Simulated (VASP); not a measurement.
# C (Fd-3m) in VASP: phonons with PBE

Aim: the phonons of C with PBE.

Everything below comes from runs of VASP 6.6.1. Logs are shortened: lines on timing, memory, paths and dates and some standing lists are left out, and cuts for length are marked.

### 1 The structure

It takes space group Fd-3m (No. 227, cubic). The conventional cell has a = 3.572 Å, b = 3.572 Å, c = 3.572 Å, α = 90.00°, β = 90.00°, γ = 90.00°. Around C (site symmetry -43m) lie 4 C at 1.55 Å.

This isn't the form of C at room conditions, which is graphite.

### 2 Phonons, PBE

POSCAR reads:

```
C
1.0
    0.0000000000      1.7858054497      1.7858054497
    1.7858054497      0.0000000000      1.7858054497
    1.7858054497      1.7858054497      0.0000000000
  C
     2
Direct
     0.0000000000000000    0.0000000000000000    0.0000000000000000
     0.2500000000000000    0.2500000000000000    0.2500000000000000
```

INCAR.step1 reads:

```
SYSTEM = C
PREC = Accurate ; ENCUT = 600
EDIFF = 1E-8 ; ISMEAR = 0
SIGMA = 0.03 ; LREAL = .FALSE.
LASPH = .TRUE. ; NELM = 80
ALGO = Normal ; ISIF = 3
LWAVE = .FALSE. ; LCHARG = .FALSE.
GGA = PE ; KPAR = 2
IBRION = 2 ; NSW = 40
EDIFFG = -0.002
```

INCAR.step2 reads:

```
SYSTEM = C
PREC = Accurate ; ENCUT = 600
EDIFF = 1E-8 ; ISMEAR = 0
SIGMA = 0.03 ; LREAL = .FALSE.
LASPH = .TRUE. ; NELM = 80
ALGO = Normal ; ISIF = 2
LWAVE = .FALSE. ; LCHARG = .FALSE.
GGA = PE ; KPAR = 2
IBRION = 6 ; NFREE = 2
POTIM = 0.015 ; NSW = 1
LEPSILON = .TRUE.
```

KPOINTS reads:

```
Automatic mesh
0
Monkhorst
  22 22 22
  0 0 0
```

Potentials or basis: VASP PAW PBE potentials, release 64 (C).

Started as:

```sh
$ cat potpaw_PBE.64/C/POTCAR > POTCAR
$ cp INCAR.step1 INCAR
$ mpirun -np 2 vasp_std > vasp.out
$ cp CONTCAR POSCAR
$ cp INCAR.step2 INCAR
$ mpirun -np 2 vasp_std > vasp.out
```

OUTCAR:

```text
SYSTEM = C
   PREC = Accurate
   ENCUT = 600
   EDIFF = 1E-8
   ISMEAR = 0
   LREAL = .FALSE.
   LASPH = .TRUE.
   NELM = 80
   ISIF = 2
   GGA = PE
   IBRION = 6
   NFREE = 2
   POTIM = 0.015
   NSW = 1
   LEPSILON = .TRUE.

 ion  position               nearest neighbor table
   1  0.000  0.000  0.000-   2 1.55   2 1.55   2 1.55   2 1.55
   2  0.250  0.250  0.250-   1 1.55   1 1.55   1 1.55   1 1.55

  LATTYP: Found a face centered cubic cell.
 ALAT       =     3.5716108994

  Lattice vectors:

 A1 = (   0.0000000000,   1.7858054497,   1.7858054497)
 A2 = (   1.7858054497,   0.0000000000,   1.7858054497)
 A3 = (   1.7858054497,   1.7858054497,   0.0000000000)

Analysis of symmetry for initial positions (statically):
=====================================================================
 Subroutine PRICEL returns:
 Original cell was already a primitive cell.

 Routine SETGRP: Setting up the symmetry group for a
 face centered cubic supercell.

 Subroutine GETGRP returns: Found 48 space group operations
 (whereof 24 operations were pure point group operations)
 out of a pool of 48 trial point group operations.

The static configuration has the point symmetry T_d .
 The point group associated with its full space group is O_h .

Analysis of symmetry for dynamics (positions and initial velocities):
=====================================================================
 Subroutine PRICEL returns:
 Original cell was already a primitive cell.

 Routine SETGRP: Setting up the symmetry group for a
 face centered cubic supercell.

 Subroutine GETGRP returns: Found 48 space group operations
 (whereof 24 operations were pure point group operations)
 out of a pool of 48 trial point group operations.

The dynamic configuration has the point symmetry T_d .
 The point group associated with its full space group is O_h .

 Subroutine INISYM returns: Found 48 space group operations
 (whereof 24 operations are pure point group operations),
 and found     1 'primitive' translations

----------------------------------------------------------------------------------------

                                     Primitive cell

  volume of cell :      11.3902

  direct lattice vectors                    reciprocal lattice vectors
     0.000000000  1.785805450  1.785805450    -0.279985706  0.279985706  0.279985706
     1.785805450  0.000000000  1.785805450     0.279985706 -0.279985706  0.279985706
     1.785805450  1.785805450  0.000000000     0.279985706  0.279985706 -0.279985706

  length of vectors
     2.525510287  2.525510287  2.525510287     0.484949469  0.484949469  0.484949469

  position of ions in fractional coordinates (direct lattice)
     0.000000000  0.000000000  0.000000000
     0.250000000  0.250000000  0.250000000

  ion indices of the primitive-cell ions
   primitive index   ion index
                 1           1
                 2           2

----------------------------------------------------------------------------------------

 KPOINTS: Automatic mesh

Automatic generation of k-mesh.
 Grid dimensions read from file:
 generate k-points for:   22   22   22

 Generating k-lattice:

  Cartesian coordinates                     Fractional coordinates (reciprocal lattice)
    -0.012726623  0.012726623  0.012726623     0.045454545  0.000000000  0.000000000
     0.012726623 -0.012726623  0.012726623     0.000000000  0.045454545  0.000000000
     0.012726623  0.012726623 -0.012726623     0.000000000  0.000000000  0.045454545

  Length of vectors
[... 404 lines left out ...]
  ---------------------------------------------------
  free energy    TOTEN  =        -0.16458392 eV

  energy without entropy =       -0.16458392

------------------------ aborting loop because EDIFF is reached ----------------------------------------

 PIEZOELECTRIC TENSOR FIELD DIRECTION 3  (e Angst)
 -----------------------------------------------------------------------------
    -0.00038 -0.00000  0.00000           ( -0.00000  0.00000  0.00000)
     0.00000 -0.00038  0.00000           (  0.00000 -0.00000  0.00000)
     0.00000  0.00000  0.00051           (  0.00000  0.00000 -0.00000)

 PIEZOELECTRIC TENSOR FIELD DIRECTION 3  (C/m^2)
 -----------------------------------------------------------------------------
    -0.00054 -0.00000  0.00000
     0.00000 -0.00054  0.00000
     0.00000  0.00000  0.00071

 MACROSCOPIC STATIC DIELECTRIC TENSOR (including local field effects in DFT)
 ------------------------------------------------------
           5.854023    -0.000000    -0.000000
          -0.000000     5.854023     0.000000
           0.000000    -0.000000     5.854023
 ------------------------------------------------------

 PIEZOELECTRIC TENSOR (including local field effects)  for field in x, y, z        (e  Angst)
          XX          YY          ZZ          XY          YZ          ZX
  --------------------------------------------------------------------------------
  x    -0.00000    -0.00000    -0.00000     0.00000     0.00000     0.00000
  y    -0.00000     0.00000    -0.00000     0.00000     0.00000     0.00000
  z     0.00000     0.00000    -0.00000     0.00000     0.00000     0.00000

 PIEZOELECTRIC TENSOR (including local field effects)  for field in x, y, z        (C/m^2)
          XX          YY          ZZ          XY          YZ          ZX
  --------------------------------------------------------------------------------
  x    -0.00000    -0.00000    -0.00000     0.00000     0.00000     0.00000
  y    -0.00000     0.00000    -0.00000     0.00000     0.00000     0.00000
  z     0.00000     0.00000    -0.00000     0.00000     0.00000     0.00000

 BORN EFFECTIVE CHARGES (including local field effects) (in |e|, cummulative output)
 ---------------------------------------------------------------------------------
 ion    1
    1     0.00000     0.00000     0.00000
    2     0.00000    -0.00000     0.00000
    3     0.00000     0.00000     0.00000
 ion    2
    1    -0.00000    -0.00000    -0.00000
    2    -0.00000     0.00000    -0.00000
    3    -0.00000    -0.00000    -0.00000

--------------------------------------- Ionic step        2  -------------------------------------------
[... 35 lines left out ...]
--------------------------------------- Ionic step        3  -------------------------------------------

 number of electron       7.9999999 magnetization

 Free energy of the ion-electron system (eV)
  ---------------------------------------------------
  ext. energy  EPLUGINS =         0.00000000
  ---------------------------------------------------
  free energy    TOTEN  =       -18.18635570 eV

  energy without entropy =      -18.18635570  energy(sigma->0) =      -18.18635570

 E-fermi :  10.0631     XC(G=0): -13.2302

 val. band max:        9.8702537858   @ k =   0.0000   0.0000  -0.0227
 cond. band min:      13.8248741220   @ k =  -0.3409  -0.3409   0.0227
 fundamental gap:      3.9546203362
 Fermi energy:        10.0630548137

 k-point     1 :       0.0227    0.0227    0.0227
  band No.  band energies     occupation
      1     -11.7385      2.00000
      2       9.4154      2.00000
      3       9.6117      2.00000
      4       9.8231      2.00000
      5      15.1026      0.00000
      6      15.2927      0.00000
      7      15.4852      0.00000
      8      22.9179      0.00000
[... 282 lines left out ...]
  FREE ENERGIE OF THE ION-ELECTRON SYSTEM (eV)
  ---------------------------------------------------
  free  energy   TOTEN  =       -18.1863556981 eV

  energy  without entropy=      -18.1863556981  energy(sigma->0) =      -18.18635570

 INTERNAL STRAIN TENSORS FROM DISPLACED ATOMS
 ============================================

 INTERNAL STRAIN TENSOR FOR ION    1 for displacements in x,y,z  (eV/Angst):
          X           Y           Z          XY          YZ          ZX
  --------------------------------------------------------------------------------
  x    -0.00000    -0.00000    -0.00000     0.00000     2.89715    -0.00000
  y     0.00000     0.00000     0.00000     0.00000     0.00000     2.89715
  z    -0.00000    -0.00000    -0.00000     2.89715    -0.00000     0.00000

 INTERNAL STRAIN TENSOR FOR ION    2 for displacements in x,y,z  (eV/Angst):
          X           Y           Z          XY          YZ          ZX
  --------------------------------------------------------------------------------
  x     0.00000     0.00000     0.00000    -0.00000    -2.89715     0.00000
  y    -0.00000    -0.00000    -0.00000    -0.00000    -0.00000    -2.89715
  z     0.00000     0.00000     0.00000    -2.89715     0.00000    -0.00000

 Eigenvectors and eigenvalues of the dynamical matrix
 ----------------------------------------------------

   1 f  =   38.770033 THz   243.599304 2PiTHz 1293.229111 cm-1   160.339902 meV
             X         Y         Z           dx          dy          dz
      0.000000  0.000000  0.000000     0.000000   -0.707107    0.000000
      0.892903  0.892903  0.892903     0.000000    0.707107    0.000000
[... 21 lines left out ...]
   6 f  =    0.000000 THz     0.000000 2PiTHz    0.000000 cm-1     0.000000 meV
             X         Y         Z           dx          dy          dz
      0.000000  0.000000  0.000000     0.000000    0.000000    0.707107
      0.892903  0.892903  0.892903     0.000000    0.000000    0.707107

--------------------------------------------------------------------------------------------------------

 MACROSCOPIC STATIC DIELECTRIC TENSOR IONIC CONTRIBUTION
 ------------------------------------------------------
           0.000000    -0.000000     0.000000
          -0.000000     0.000000    -0.000000
           0.000000    -0.000000     0.000000
 ------------------------------------------------------

 ELASTIC MODULI CONTR FROM IONIC RELAXATION (kBar)
 Direction    XX          YY          ZZ          XY          YZ          ZX
 --------------------------------------------------------------------------------
 XX          -0.0000     -0.0000     -0.0000      0.0000      0.0000     -0.0000
 YY          -0.0000     -0.0000     -0.0000      0.0000      0.0000     -0.0000
 ZZ          -0.0000     -0.0000     -0.0000      0.0000      0.0000     -0.0000
 XY           0.0000      0.0000      0.0000    -31.9654     -0.0000     -0.0000
 YZ           0.0000      0.0000      0.0000     -0.0000    -31.9654     -0.0000
 ZX          -0.0000     -0.0000     -0.0000     -0.0000     -0.0000    -31.9654
 --------------------------------------------------------------------------------

 PIEZOELECTRIC TENSOR IONIC CONTR  for field in x, y, z        (C/m^2)
          XX          YY          ZZ          XY          YZ          ZX
  --------------------------------------------------------------------------------
  x    -0.00000    -0.00000    -0.00000     0.00000     0.00000     0.00000
  y    -0.00000    -0.00000    -0.00000     0.00000     0.00000    -0.00000
  z    -0.00000    -0.00000    -0.00000     0.00000     0.00000     0.00000
```

Run time: 12 min. Hardware: 2 MPI ranks of Intel Xeon Platinum 8488C (Sapphire Rapids), shared host; peak memory 0.95 GiB.

Results:

| Quantity | Value |
| --- | --- |
| Electronic dielectric tensor (diagonal) | 5.85 |
| Born charges (mean of the diagonal) | C +0.00 e |
| Highest phonon frequency at Γ | 1293 cm⁻¹ |

Phonon frequencies in cm⁻¹ (negative: imaginary):
| q point | frequencies |
| --- | --- |
| (0.000, 0.000, 0.000) | 0 0 0 1293 1293 1293 |

Electronic dielectric tensor:
```
5.85 0.00 0.00
0.00 5.85 0.00
0.00 0.00 5.85
```

Born effective charge tensors (e):
atom 1, C
```
0.00 0.00 0.00
0.00 0.00 0.00
0.00 0.00 0.00
```
atom 2, C
```
0.00 0.00 0.00
0.00 0.00 0.00
0.00 0.00 0.00
```
